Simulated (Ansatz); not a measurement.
# Equation of state of SiO₂

Space group I-42d (No. 122). a = 4.748 Å, b = 4.748 Å, c = 7.488 Å, α = 90.00°, β = 90.00°, γ = 90.00°
| atom | site | symmetry | x | y | z |
| --- | --- | --- | --- | --- | --- |
| Si | 4a | -4.. | 0.0000 | 0.0000 | 0.0000 |
| O | 8d | .2. | 0.2500 | 0.6234 | 0.3750 |

The runs use the primitive cell with vectors (-2.374, 2.374, 3.744), (2.374, -2.374, 3.744), (2.374, 2.374, -3.744) Å, to which the k mesh refers.

The cell is COD entry 9006285, as deposited and not checked against the literature; nothing was relaxed.

All numbers are computed: DFT, PBEsol, all-electron LAPW, scalar-relativistic (Ansatz 0.2.0); DFT, PBEsol, PAW with Ansatz's default frozen-core files, scalar-relativistic (Ansatz 0.2.0).

For LAPW: a Γ-centred 7×7×7 k mesh, Fermi–Dirac smearing of 0.03 eV, basis error target 1 meV/atom, no spin polarisation. PAW takes a cutoff of 420 eV at this cell (files made with PBE, cores remade for this functional). The Ansatz runs share mesh, smearing and spin set-up. Plane-wave (PAW) pressures include the program's estimate of the Pulay term.

The cell above is scaled evenly, with fractional coordinates and shape held.

```json
{"V/V(cell)": "0.9400", "V (Å³/atom)": "13.224", "P, LAPW (GPa)": "12.95", "P, PAW (GPa)": "13.03", "gap on the k mesh, LAPW (eV)": "6.37", "free energy over the lowest listed, PAW (meV/atom)": "35.8"}
{"V/V(cell)": "0.9600", "V (Å³/atom)": "13.505", "P, LAPW (GPa)": "8.56", "P, PAW (GPa)": "8.63", "gap on the k mesh, LAPW (eV)": "6.24", "free energy over the lowest listed, PAW (meV/atom)": "16.8"}
{"V/V(cell)": "0.9800", "V (Å³/atom)": "13.786", "P, LAPW (GPa)": "4.59", "P, PAW (GPa)": "4.67", "gap on the k mesh, LAPW (eV)": "6.11", "free energy over the lowest listed, PAW (meV/atom)": "5.2"}
{"V/V(cell)": "0.9900", "V (Å³/atom)": "13.927", "P, LAPW (GPa)": "2.76", "P, PAW (GPa)": "2.83", "gap on the k mesh, LAPW (eV)": "6.05", "free energy over the lowest listed, PAW (meV/atom)": "1.9"}
{"V/V(cell)": "1.0000", "V (Å³/atom)": "14.068", "P, LAPW (GPa)": "1.01", "P, PAW (GPa)": "1.08", "gap on the k mesh, LAPW (eV)": "5.98", "free energy over the lowest listed, PAW (meV/atom)": "0.2"}
{"V/V(cell)": "1.0100", "V (Å³/atom)": "14.208", "P, LAPW (GPa)": "-0.65", "P, PAW (GPa)": "-0.58", "gap on the k mesh, LAPW (eV)": "5.92", "free energy over the lowest listed, PAW (meV/atom)": "0.0"}
{"V/V(cell)": "1.0200", "V (Å³/atom)": "14.349", "P, LAPW (GPa)": "-2.23", "P, PAW (GPa)": "-2.16", "gap on the k mesh, LAPW (eV)": "5.85", "free energy over the lowest listed, PAW (meV/atom)": "1.2"}
{"V/V(cell)": "1.0400", "V (Å³/atom)": "14.630", "P, LAPW (GPa)": "-5.15", "P, PAW (GPa)": "-5.09", "gap on the k mesh, LAPW (eV)": "5.72", "free energy over the lowest listed, PAW (meV/atom)": "7.6"}
{"V/V(cell)": "1.0600", "V (Å³/atom)": "14.912", "P, LAPW (GPa)": "-7.79", "P, PAW (GPa)": "-7.73", "gap on the k mesh, LAPW (eV)": "5.58", "free energy over the lowest listed, PAW (meV/atom)": "18.9"}
```

**Question.** What do Birch–Murnaghan fits to the pressures give?

**Answer.** LAPW: V0 = 14.15 Å³/atom, B0 = 166 GPa, B0′ = 4.1; PAW: V0 = 14.16 Å³/atom, B0 = 166 GPa, B0′ = 4.1.

PAW's V0 lies 0.04 % from the all-electron value and its B0 -0.1 %. With shape and internal coordinates held, B0 is an upper bound to the relaxed modulus.
